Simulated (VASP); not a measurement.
# W (Fm-3m) in VASP: single point with HSE06

Aim: the single point of W with HSE06.

All numbers are computed with VASP 6.6.1; they aren't measurements. Logs are shortened: lines on timing, memory, paths and dates and some standing lists are left out, and cuts for length are marked.

**1. Starting point**

The structure is cubic, space group Fm-3m (No. 225). The conventional cell has a = 4.001 Å, b = 4.001 Å, c = 4.001 Å, α = 90.00°, β = 90.00°, γ = 90.00°. Around W (site symmetry m-3m) lie 12 W at 2.83 Å.

This isn't the form of W at room conditions, which is bcc.

**2. Single point, HSE06**

Input file POSCAR:

```
W
1.0
    0.0000000000      2.0006300000      2.0006300000
    2.0006300000      0.0000000000      2.0006300000
    2.0006300000      2.0006300000      0.0000000000
W
1
Direct
    0.0000000000      0.0000000000      0.0000000000
```

Input file INCAR.step1:

```
PREC = Accurate
ENCUT = 520
EDIFF = 1E-5
ISMEAR = 0
SIGMA = 0.1
LREAL = False
LASPH = True
NELM = 60
ALGO = Normal
ISIF = 2
LWAVE = True
NBANDS = 13
GGA = PE
```

Input file INCAR.step2:

```
PREC = Accurate
ENCUT = 520
EDIFF = 1E-7
ISMEAR = 0
SIGMA = 0.1
LREAL = False
LASPH = True
NELM = 60
ALGO = Normal
ISIF = 2
LWAVE = False
LCHARG = True
GGA = PE
LHFCALC = True
HFSCREEN = 0.2
PRECFOCK = Fast
LELF = True
LVHAR = True
NBANDS = 13
ISTART = 1
```

Input file KPOINTS:

```
Automatic mesh
0
Gamma
  8 8 8
```

Potentials or basis: VASP PAW PBE potentials, release 64 (W_sv).

On the command line:

```sh
$ cat potpaw_PBE.64/W_sv/POTCAR > POTCAR
$ cp INCAR.step1 INCAR
$ mpirun -np 1 vasp_std > vasp.out
$ cp INCAR.step2 INCAR
$ mpirun -np 1 vasp_std > vasp.out
```

OUTCAR:

```text
PREC = Accurate
   ENCUT = 520
   EDIFF = 1E-7
   ISMEAR = 0
   LREAL = False
   LASPH = True
   NELM = 60
   ISIF = 2
   GGA = PE
   LHFCALC = True
   HFSCREEN = 0.2
   PRECFOCK = Fast
   ISTART = 1

 ion  position               nearest neighbor table
   1  0.000  0.000  0.000-

  LATTYP: Found a face centered cubic cell.
 ALAT       =     4.0012600000

  Lattice vectors:

 A1 = (   0.0000000000,   2.0006300000,   2.0006300000)
 A2 = (   2.0006300000,   0.0000000000,   2.0006300000)
 A3 = (   2.0006300000,   2.0006300000,   0.0000000000)

Analysis of symmetry for initial positions (statically):
=====================================================================
 Subroutine PRICEL returns:
 Original cell was already a primitive cell.

 Routine SETGRP: Setting up the symmetry group for a
 face centered cubic supercell.

 Subroutine GETGRP returns: Found 48 space group operations
 (whereof 48 operations were pure point group operations)
 out of a pool of 48 trial point group operations.

The static configuration has the point symmetry O_h .

Analysis of symmetry for dynamics (positions and initial velocities):
=====================================================================
 Subroutine PRICEL returns:
 Original cell was already a primitive cell.

 Routine SETGRP: Setting up the symmetry group for a
 face centered cubic supercell.

 Subroutine GETGRP returns: Found 48 space group operations
 (whereof 48 operations were pure point group operations)
 out of a pool of 48 trial point group operations.

The dynamic configuration has the point symmetry O_h .

 Subroutine INISYM returns: Found 48 space group operations
 (whereof 48 operations are pure point group operations),
 and found     1 'primitive' translations

----------------------------------------------------------------------------------------

                                     Primitive cell

  volume of cell :      16.0151

  direct lattice vectors                    reciprocal lattice vectors
     0.000000000  2.000630000  2.000630000    -0.249921275  0.249921275  0.249921275
     2.000630000  0.000000000  2.000630000     0.249921275 -0.249921275  0.249921275
     2.000630000  2.000630000  0.000000000     0.249921275  0.249921275 -0.249921275

  length of vectors
     2.829318079  2.829318079  2.829318079     0.432876346  0.432876346  0.432876346

  position of ions in fractional coordinates (direct lattice)
     0.000000000  0.000000000  0.000000000

  ion indices of the primitive-cell ions
[... 92 lines left out ...]
   IMIX   =      1    mixing-type and parameters
     AMIX     =   0.40;   BMIX     =  1.00
     AMIX_MAG =   1.60;   BMIX_MAG =  1.00
  volume/ion in A,a.u.               =      16.02       108.08
  Fermi-wavevector in a.u.,A,eV,Ry     =   1.565335  2.958055 33.338013  2.450275
  Thomas-Fermi vector in A             =   2.667827
   LORBIT       =      0    0 simple, 1 ext, 2 COOP (PROOUT), +10 PAW based schemes
   GGA     = PE    functional components
   LHFCALC =     T    Hartree Fock is set to
   PRECFOCK=fast      Normal, Fast or Accurate (Low or Medium for compatibility)
   ENCUT4O =  -1.0   cutoff for four orbital integrals eV
   NKREDX  =     1    reduce k-point grid by
   NKREDY  =     1    reduce k-point grid by
   NKREDZ  =     1    reduce k-point grid by
   AEXX    =    0.2500 exact exchange contribution
   HFSCREEN=    0.2000 screening length (either q_TF or 0.3 A-1)
   HFSCREENC=   0.2000 screening length for correlation (either q_TF or 0.3 A-1)
   ENCUTFOCK=  -1.0 apply spherical cutoff to Coloumb kernel
   IVDW    =     0    specifies the selected vdW correction
   LEPSILON=     F    determine dielectric tensor
   LRPA    =     F    only Hartree local field effects (RPA)
 non-spin polarized calculation
 Gauss-broadening in eV      SIGMA  =   0.10
  energy-cutoff  :      520.00
  volume of cell :       16.02
 maximum number of plane-waves:       445
 NGX is ok and might be reduce to    24
  NGX = 14; NGY = 14; NGZ = 14

 number of electron      14.0000000 magnetization

 Free energy of the ion-electron system (eV)
  ---------------------------------------------------
  ext. energy  EPLUGINS =         0.00000000
  ---------------------------------------------------
  free energy    TOTEN  =       -14.42171971 eV

  energy without entropy =      -14.41411826  energy(sigma->0) =      -14.41791899

 E-fermi :  10.6256     XC(G=0): -11.0378

 val. band max:       10.5757225234   @ k =   0.2500   0.0000   0.0000
 cond. band min:      10.6474309851   @ k =   0.2500   0.2500   0.0000
 fundamental gap:      0.0717084617
 Fermi energy:        10.6256451355

 k-point     1 :       0.0000    0.0000    0.0000
  band No.  band energies     occupation
      1     -67.1647      2.00000
      2     -29.1912      2.00000
      3     -29.1912      2.00000
      4     -29.1912      2.00000
      5       0.2708      2.00000
      6       9.9774      2.00000
      7       9.9774      2.00000
      8       9.9774      2.00000
      9      13.9978      0.00000
     10      13.9978      0.00000
     11      24.2373      0.00000
     12      29.9756      0.00000
     13      29.9756      0.00000
[... 354 lines left out ...]
  band No.  band energies     occupation
      1     -66.9998      2.00000
      2     -30.4322      2.00000
      3     -29.7584      2.00000
      4     -29.4946      2.00000
      5       5.8055      2.00000
      6       7.6055      2.00000
      7       9.3389      2.00000
      8      11.6291      0.00000
      9      15.9915      0.00000
     10      19.5549      0.00000
     11      21.1143      0.00000
     12      27.5877      0.00000
     13      29.2348      0.00000

 [... further k-points ...]

------------------------ aborting loop because EDIFF is reached ----------------------------------------

  FORCE on cell =-STRESS in cart. coord.  units (eV):
  Direction    XX          YY          ZZ          XY          YZ          ZX
  --------------------------------------------------------------------------------------
  -------------------------------------------------------------------------------------
  Total        0.1340098      0.1340098      0.1340098      0.0000000     -0.0000000      0.0000000
  in kB       13.4065394     13.4065394     13.4065394      0.0000000     -0.0000000      0.0000000
  external PRESSURE =      13.4065394 kB  Pullay stress =       0.0000000 kB

 VOLUME and BASIS-vectors are now :
 -----------------------------------------------------------------------------
  energy-cutoff  :      520.00
  volume of cell :       16.02
      direct lattice vectors                 reciprocal lattice vectors
     0.000000000  2.000630000  2.000630000    -0.249921275  0.249921275  0.249921275
     2.000630000  0.000000000  2.000630000     0.249921275 -0.249921275  0.249921275
     2.000630000  2.000630000  0.000000000     0.249921275  0.249921275 -0.249921275

 POSITION                                       TOTAL-FORCE (eV/Angst)
 -----------------------------------------------------------------------------------
      0.00000      0.00000      0.00000         0.000000      0.000000     -0.000000
 -----------------------------------------------------------------------------------
    total drift:                               -0.000000     -0.000000     -0.000000

  FREE ENERGIE OF THE ION-ELECTRON SYSTEM (eV)
  ---------------------------------------------------
  free  energy   TOTEN  =       -14.4217197097 eV

  energy  without entropy=      -14.4141182611  energy(sigma->0) =      -14.41791899
```

Wall time 20 min (1 thread of Intel Xeon 6975P-C (Granite Rapids), shared host); peak memory 0.25 GiB.

What came out:

| Property | Result |
| --- | --- |
| Free energy | -14.4217 eV |
| Pressure | 1.3 GPa |
| Band gap on the k mesh | none (metal or under the smearing width) |

Caveat: the PAW data sets were made with another functional, which shifts forces and pressure a little.
